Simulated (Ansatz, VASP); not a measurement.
## Two plane-wave programs on Ga

File INCAR:

```
PREC = Accurate
ENCUT = 520
EDIFF = 1E-7
ISMEAR = -1
SIGMA = 0.05
LREAL = F
LASPH = T
NELM = 60
ALGO = Normal
ISIF = 2
LWAVE = F
LCHARG = F
GGA = PS
NBANDS = 20
```

File KPOINTS:

```
regular mesh
0
Gamma
  10 10 8
```

Contents of POSCAR:

```
Ga
1.0
    1.3921592073     -4.0531663400      0.0000000000
    1.3921592073      4.0531663400      0.0000000000
   -0.1182253154      0.0000000000      3.3519825971
Ga
2
Direct
    0.1310000000      0.8690000000      0.7500000000
    0.8690000000      0.1310000000      0.2500000000
```

The input input.yaml:

```yaml
crystal:
  lattice:
    - [1.3921592073, -4.05316634, 0.0]
    - [1.3921592073, 4.05316634, 0.0]
    - [-0.1182253154, 0.0, 3.3519825971]
  atoms:
    - { symbol: Ga, position: [0.131, 0.869, 0.75] }
    - { symbol: Ga, position: [0.869, 0.131, 0.25] }
hamiltonian:
  xc: pbesol
  pseudopotentials: { kind: paw }
kpoints:
  mp_grid: { grid: [10, 10, 8] }
scf:
  occupations: { method: fermi_dirac, width: 0.05 }
output:
  forces: true
  stress: true
  eigenvalues: true
  write_density: true
  write_potential: true
  elf: true
  volumetric_format: npy
```

Change from the starting cell: volume scaled by 1.02.

Alike in both runs: task single point; functional PBEsol; k mesh 10 × 10 × 8; occupations fermi-dirac, width 0.05 eV; no spin polarisation.

```csv
,VASP,Ansatz
version,VASP 6.6.1,Ansatz 0.2.0
potentials or method,"VASP PAW PBE potentials, release 64 (Ga_d)",Ansatz PAW
plane-wave cutoff (eV),520,420
valence electrons in the cell,26,26
```

|  | VASP | Ansatz | Ansatz less VASP |
| --- | --- | --- | --- |
| gap on the k mesh at the Fermi level (eV) | none | none | - |
| pressure (GPa) | -2.9 | -2.9 | -0.06 |
| largest component of the traceless stress (GPa) | 0.74 | 0.73 | -0.010 |
| rms of the force components (eV/Å) | 0.109 | 0.109 | 0.0000 |

Atom by atom the forces differ by 0.000 eV/Å (rms over components). A gap of «none» marks a metal or a gap that the smearing closes.

Caveats: the PAW data sets were made with another functional, which shifts forces and pressure a little (VASP); the PAW data sets come from PBE, with cores solved anew for the run's functional, which leaves a small shift of forces and pressure (Ansatz).
